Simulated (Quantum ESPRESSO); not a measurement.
Here is a Quantum ESPRESSO 7.5 calculation.

File pw.in:

```
&CONTROL
  calculation = 'scf'
  prefix = 'pwscf'
  outdir = './tmp'
  pseudo_dir = './pseudo'
  tprnfor = .true.
  tstress = .true.
  disk_io = 'low'
/
&SYSTEM
  space_group = 74
  A = 5.10285546
  B = 9.29163417
  C = 8.63984641
  nat = 4
  ntyp = 2
  ecutwfc = 45
  ecutrho = 360
  nbnd = 43
  occupations = 'smearing'
  smearing = 'fd'
  degauss = 0.00367493
/
&ELECTRONS
  conv_thr = 2.4d-09
  electron_maxstep = 120
  mixing_beta = 0.5
/
ATOMIC_SPECIES
Si    28.0850 si_pbesol_v1.uspp.F.UPF
O     15.9990 o_pbesol_v1.2.uspp.F.UPF
ATOMIC_POSITIONS crystal_sg
Si     0.5000000000    0.9153960900    0.3449448900
O      0.5000000000    0.0000000000    0.5000000000
O      0.2500000000    0.0431754100    0.7500000000
O      0.5000000000    0.2500000000    0.6193111300
K_POINTS automatic
5 5 5 0 0 0
```

Contents of bands.in:

```
&CONTROL
  calculation = 'bands'
  prefix = 'pwscf'
  outdir = './tmp'
  pseudo_dir = './pseudo'
  disk_io = 'low'
  verbosity = 'high'
/
&SYSTEM
  space_group = 74
  A = 5.24667292
  B = 9.55350701
  C = 8.88334945
  nat = 4
  ntyp = 2
  ecutwfc = 45
  ecutrho = 360
  nbnd = 43
  occupations = 'smearing'
  smearing = 'fd'
  degauss = 0.00367493
/
&ELECTRONS
  conv_thr = 1d-08
  electron_maxstep = 120
  mixing_beta = 0.5
  diago_full_acc = .true.
/
ATOMIC_SPECIES
Si    28.0850 si_pbesol_v1.uspp.F.UPF
O     15.9990 o_pbesol_v1.2.uspp.F.UPF
ATOMIC_POSITIONS crystal_sg
Si     0.5000000000    0.9153960900    0.3449448900
O      0.5000000000    0.0000000000    0.5000000000
O      0.2500000000    0.0431754100    0.7500000000
O      0.5000000000    0.2500000000    0.6193111300
K_POINTS crystal
61
 0.0000000000  0.0000000000  0.0000000000 1
 0.0406752385 -0.0406752385 -0.0406752385 1
 0.0813504771 -0.0813504771 -0.0813504771 1
 0.1220257156 -0.1220257156 -0.1220257156 1
 0.1627009541 -0.1627009541 -0.1627009541 1
 0.2033761926 -0.2033761926 -0.2033761926 1
 0.2440514312 -0.2440514312 -0.2440514312 1
 0.2847266697 -0.2847266697 -0.2847266697 1
 0.3254019082 -0.3254019082 -0.3254019082 1
 0.3592456330 -0.2915581835 -0.2915581835 1
 0.4061637553 -0.1943721223 -0.1943721223 1
 0.4530818777 -0.0971860612 -0.0971860612 1
 0.5000000000  0.0000000000  0.0000000000 1
 0.4166666667 -0.0833333333  0.0833333333 1
 0.3333333333 -0.1666666667  0.1666666667 1
 0.2500000000 -0.2500000000  0.2500000000 1
 0.1666666667 -0.3333333333  0.1666666667 1
 0.0833333333 -0.4166666667  0.0833333333 1
 0.0000000000 -0.5000000000  0.0000000000 1
-0.1084673027 -0.5581993639  0.1084673027 1
-0.2169346055 -0.6163987279  0.2169346055 1
-0.3254019082 -0.6745980918  0.3254019082 1
-0.3690514312 -0.6309485688  0.3690514312 1
-0.4127009541 -0.5872990459  0.4127009541 1
-0.4563504771 -0.5436495229  0.4563504771 1
-0.5000000000 -0.5000000000  0.5000000000 1
-0.4285714286 -0.4285714286  0.4285714286 1
-0.3571428571 -0.3571428571  0.3571428571 1
-0.2857142857 -0.2857142857  0.2857142857 1
-0.2142857143 -0.2142857143  0.2142857143 1
-0.1428571429 -0.1428571429  0.1428571429 1
-0.0714285714 -0.0714285714  0.0714285714 1
 0.0000000000  0.0000000000  0.0000000000 1
 0.0665937536  0.0665937536  0.0665937536 1
 0.1331875072  0.1331875072  0.1331875072 1
 0.1997812608  0.1997812608  0.1997812608 1
 0.2663750144  0.2663750144  0.2663750144 1
 0.3329687680  0.3329687680  0.3329687680 1
 0.3995625217  0.3995625217  0.3995625217 1
 0.4661562753  0.4661562753  0.4661562753 1
 0.3729250202  0.3729250202  0.4729250202 1
 0.2796937652  0.2796937652  0.4796937652 1
 0.1864625101  0.1864625101  0.4864625101 1
 0.0932312551  0.0932312551  0.4932312551 1
 0.0000000000  0.0000000000  0.5000000000 1
 0.0312500000 -0.0312500000  0.4687500000 1
 0.0625000000 -0.0625000000  0.4375000000 1
 0.0937500000 -0.0937500000  0.4062500000 1
 0.1250000000 -0.1250000000  0.3750000000 1
 0.1562500000 -0.1562500000  0.3437500000 1
 0.1875000000 -0.1875000000  0.3125000000 1
 0.2187500000 -0.2187500000  0.2812500000 1
 0.2500000000 -0.2500000000  0.2500000000 1
 0.6407543670  0.2915581835  0.2915581835 1
 0.6058347487  0.3264778018  0.3264778018 1
 0.5709151303  0.3613974202  0.3613974202 1
 0.5359955120  0.3963170386  0.3963170386 1
 0.5010758936  0.4312366569  0.4312366569 1
 0.4661562753  0.4661562753  0.4661562753 1
-0.4661562753 -0.4661562753  0.5338437247 1
-0.5000000000 -0.5000000000  0.5000000000 1
```

Potentials or basis: GBRV 1.5 PBEsol.

Launch:

```console
$ OMP_NUM_THREADS=1 pw.x -in pw.in > pw.out
$ OMP_NUM_THREADS=1 pw.x -in bands.in > bands.out
```

Q: Estimate the pressure.

A: 15.9 GPa.

Q: What does it give for the band gap on the k mesh?

A: 5.73 eV, direct.

Q: Estimate the largest force.

A: 1.048 eV/Å.

Q: Estimate the band gap along the path.

A: 5.73 eV, direct.

Stress tensor (GPa, compression positive):
```
15.80  0.00  0.00
 0.00 15.58  0.00
 0.00  0.00 16.19
```

Caveat: some levels on the path didn't converge.
